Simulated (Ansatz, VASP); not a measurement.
# CuO in VASP and in Ansatz

INCAR

```
  ALGO = Normal
  EDIFF = 1E-6
  ENCUT = 520
  ISIF = 2
  ISMEAR = -1
  LASPH = True
  LCHARG = True
  LDAU = True
  LDAUJ = 0 0
  LDAUL = 2 -1
  LDAUPRINT = 1
  LDAUTYPE = 2
  LDAUU = 2 0
  LELF = True
  LMAXMIX = 4
  LREAL = False
  LVHAR = True
  LWAVE = False
  NBANDS = 25
  NELM = 150
  PREC = Accurate
  SIGMA = 0.05
```

Contents of KPOINTS:

```
k-points
0
Gamma
  10 10 6
```

POSCAR

```
CuO
1.0
    3.1795331000      0.0000000000      0.0000000000
   -1.5897665500      2.7535564400      0.0000000000
    0.0000000000      0.0000000000      4.4314907300
Cu O
2 2
Direct
    0.0000000000      0.0000000000      0.0000000000
    0.0000000000      0.0000000000      0.5000000000
    0.3333333333      0.6666666667      0.2500000000
    0.6666666667      0.3333333333      0.7500000000
```

Contents of input.yaml:

```yaml
crystal:
  lattice:
    - [3.1795331, 0.0, 0.0]
    - [-1.58976655, 2.75355644, 0.0]
    - [0.0, 0.0, 4.43149073]
  atoms:
    - { symbol: Cu, position: [0.0, 0.0, 0.0] }
    - { symbol: Cu, position: [0.0, 0.0, 0.5] }
    - { symbol: O, position: [0.3333333333, 0.6666666667, 0.25] }
    - { symbol: O, position: [0.6666666667, 0.3333333333, 0.75] }
hamiltonian:
  xc: lda
  pseudopotentials: { kind: paw }
  hubbard: { sites: [{ species: Cu, l: d, u_eff: 2.0 }] }
kpoints:
  mp_grid: { grid: [10, 10, 6] }
scf:
  occupations: { method: fermi_dirac, width: 0.05 }
  n_extra_bands: 10
output:
  forces: true
  stress: true
  eigenvalues: true
  dos: { projected: true, de: 0.05, nscf_kmesh: { grid: [15, 15, 9] } }
```

Measurements of this composition are mostly on another form, of space group No. 15.

Alike in both runs: functional LDA; k mesh 10 × 10 × 6; occupations fermi-dirac, width 0.05 eV; no spin polarisation; Hubbard terms Cu d U = 2.0 eV.

```csv
,VASP,Ansatz
version,VASP 6.6.1,Ansatz 0.2.0
potentials or method,"VASP PAW LDA potentials, release 64 (Cu, O)",Ansatz PAW
plane-wave cutoff (eV),520,420
valence electrons in the cell,34,50
task,single point,projected density of states
```

|  | VASP | Ansatz | Ansatz less VASP |
| --- | --- | --- | --- |
| gap on the k mesh at the Fermi level (eV) | none | none | - |
| pressure (GPa) | -11.5 | -9.1 | +2.47 |
| largest component of the traceless stress (GPa) | 28.35 | 28.28 | -0.064 |

The programs project onto different local orbitals, so the same U acts differently. A gap of «none» marks a metal or a gap that the smearing closes. The two sets of potentials don't hold the same shells in valence.

Caveats: the run has no spin polarisation, though such a crystal can be magnetic; U without spin polarisation on a metal has little footing; the pressure holds a Pulay correction of +1.0 GPa for the finite cutoff (Ansatz); the PAW data sets come from PBE, with cores solved anew for the run's functional, which leaves a small shift of forces and pressure (Ansatz); the density of states is complete only up to the lowest level of the last band computed (Ansatz).
